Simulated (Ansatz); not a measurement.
# diamond against fcc along group 15

Level of theory: DFT, RPBE, plane waves (420 eV) with PAW, scalar-relativistic (Ansatz 0.2.0). (PAW data from PBE, frozen cores regenerated.)

Each structure is relaxed within its symmetry, in the lowest magnetic state of the tried starts. Differences under about 8 meV lie within the error of the k-point mesh.

| element | E(diamond) − E(fcc) (meV/atom) | V(diamond) (Å³/atom) | V(fcc) (Å³/atom) | state of diamond | state of fcc |
| --- | --- | --- | --- | --- | --- |
| P | -351 | 21.27 | 14.77 | spin not included | spin not included |
| As | ? | ? | ? | ? | ? |
| Sb | -93 | 44.33 | 28.08 | spin not included | spin not included |
| Bi | -72 | 50.26 | 32.77 | spin not included | spin not included |

(1) Fill in the row of As.

## Answers

(1) E(diamond) − E(fcc) (meV/atom): -297; V(diamond) (Å³/atom): 29.55; V(fcc) (Å³/atom): 19.75; state of diamond: spin not included; state of fcc: spin not included.
